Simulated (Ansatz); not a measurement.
A generator proposed this cell of Ge.

```
Ge
1.0
     3.82181    0.00000    0.00000
     0.00000    4.12393    0.00000
     0.00000    0.00000    5.23552
Ge
4
Direct
  0.50000 0.00000 0.75391
  0.50000 0.00000 0.24609
  0.00000 0.50000 0.00000
  0.00000 0.00000 0.00000
```

Computed with DFT PBE, scalar-relativistic, plane waves, PAW (Ansatz 0.2.0). Cutoff 420 eV; k points 4×4×4 on the computed 4-atom cell (Γ-centred); Gaussian smearing, width 0.10 eV; no spin polarisation.

Energies count from the standard state of Ge at the same level.

Q: How far from equilibrium is it?

A: The pressure is 37.8 GPa (the mean over three directions, positive in compression), the largest force is 4.07 eV/Å, and the energy is +1.76 eV/atom against the standard state. The shortest distance is 2.06 Å.

Q: How much does it gain on relaxing, and where does it end?

A: Relaxing gains about 1.0 eV/atom (the start's value is from the coarse mesh, so the gain is rough) in 23 ionic steps and ends at +0.72 eV/atom on the finer mesh. The symmetry stays Pmmm (No. 47). The volume per atom grows by 41.1 %, from 20.6 to 29.1 Å³. The shortest distance goes from 2.06 Å (Ge–Ge) to 2.54 Å (Ge–Ge). Conventional cell: a = 3.770 Å, b = 5.130 Å, c = 6.019 Å. Ge on a site of symmetry mm2 has 3 Ge at 2.54–2.57 Å; Ge on a site of symmetry mmm has 2 Ge at 2.57 Å; Ge on a second site of symmetry mmm is surrounded by 6 Ge at 2.57 Å.

The last run used a 12×10×8 mesh (in the run's order of axes) for its 4-atom cell and Gaussian smearing of 0.10 eV. The relaxation can't lower the symmetry of the start. A structure relaxed within its symmetry needn't be a true minimum.
